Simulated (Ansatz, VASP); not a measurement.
GaSb in VASP and in Ansatz

INCAR

```
SYSTEM = GaSb
PREC     = Accurate       ! precision mode
ENCUT    = 520            ! plane-wave cutoff, eV
EDIFF    = 1E-6           ! SCF threshold, eV
ISMEAR   = -1             ! smearing method
SIGMA    = 0.05           ! smearing width, eV
LREAL    = .False.        ! projectors in reciprocal space
LASPH    = .True.         ! aspherical terms in the spheres
NELM     = 60             ! most SCF steps
ALGO     = Normal         ! electronic algorithm
ISIF     = 2              ! what is computed and relaxed
LWAVE    = .False.        ! write WAVECAR
LCHARG   = .False.        ! write CHGCAR
NBANDS   = 16             ! bands
```

File KPOINTS:

```
regular mesh
0
Gamma
  8 8 8
  0 0 0
```

The input POSCAR:

```
GaSb
1.0
    0.0000000000      3.0590000000      3.0590000000
    3.0590000000      0.0000000000      3.0590000000
    3.0590000000      3.0590000000      0.0000000000
Sb Ga
1 1
Direct
    0.7500000000      0.7500000000      0.7500000000
    0.0000000000      0.0000000000      0.0000000000
```

The input KPOINTS_OPT:

```
path GXWKGLUWLK,UX
20
line-mode
reciprocal
 0.0000000000  0.0000000000  0.0000000000  G
 0.5000000000  0.0000000000  0.5000000000  X

 0.5000000000  0.0000000000  0.5000000000  X
 0.5000000000  0.2500000000  0.7500000000  W

 0.5000000000  0.2500000000  0.7500000000  W
 0.3750000000  0.3750000000  0.7500000000  K

 0.3750000000  0.3750000000  0.7500000000  K
 0.0000000000  0.0000000000  0.0000000000  G

 0.0000000000  0.0000000000  0.0000000000  G
 0.5000000000  0.5000000000  0.5000000000  L

 0.5000000000  0.5000000000  0.5000000000  L
 0.6250000000  0.2500000000  0.6250000000  U

 0.6250000000  0.2500000000  0.6250000000  U
 0.5000000000  0.2500000000  0.7500000000  W

 0.5000000000  0.2500000000  0.7500000000  W
 0.5000000000  0.5000000000  0.5000000000  L

 0.5000000000  0.5000000000  0.5000000000  L
 0.3750000000  0.3750000000  0.7500000000  K

 0.6250000000  0.2500000000  0.6250000000  U
 0.5000000000  0.0000000000  0.5000000000  X
```

input.yaml

```yaml
crystal:
  lattice:
    - [0.0, 3.059, 3.059]
    - [3.059, 0.0, 3.059]
    - [3.059, 3.059, 0.0]
  atoms:
    - { symbol: Sb, position: [0.75, 0.75, 0.75] }
    - { symbol: Ga, position: [0.0, 0.0, 0.0] }
hamiltonian:
  xc: lda
  pseudopotentials: { kind: paw }
kpoints:
  mp_grid: { grid: [8, 8, 8] }
  band_path:
    path:
      - [[0.0, 0.0, 0.0], [0.5, 0.0, 0.5], [0.5, 0.25, 0.75], [0.375, 0.375, 0.75], [0.0, 0.0, 0.0], [0.5, 0.5, 0.5], [0.625, 0.25, 0.625], [0.5, 0.25, 0.75], [0.5, 0.5, 0.5], [0.375, 0.375, 0.75]]
      - [[0.625, 0.25, 0.625], [0.5, 0.0, 0.5]]
    npoints: 14
scf:
  occupations: { method: fermi_dirac, width: 0.05 }
  n_extra_bands: 6
output:
  forces: true
  stress: true
  eigenvalues: true
  fatbands: true
```

Alike in both runs: task band structure; functional LDA; k mesh 8 × 8 × 8; occupations fermi-dirac, width 0.05 eV; no spin polarisation.

|  | VASP | Ansatz |
| --- | --- | --- |
| version | VASP 6.6.1 | Ansatz 0.2.0 |
| potentials or method | VASP PAW LDA potentials, release 64 (Sb, Ga_d) | Ansatz PAW |
| plane-wave cutoff (eV) | 520 | 420 |
| valence electrons in the cell | 18 | 28 |

```csv
,VASP,Ansatz,Ansatz less VASP
gap on the k mesh at the Fermi level (eV),none,none,-
pressure (GPa),-1.6,-1.7,-0.17
```

A gap of «none» marks a metal or a gap that the smearing closes. The two sets of potentials don't hold the same shells in valence.

Caveats: spin-orbit coupling is left out, which moves the levels of the heavy elements; this crystal is a semiconductor, whose small gap the functional closes, so the metal is an error of the method; the PAW data sets come from PBE, with cores solved anew for the run's functional, which leaves a small shift of forces and pressure (Ansatz).
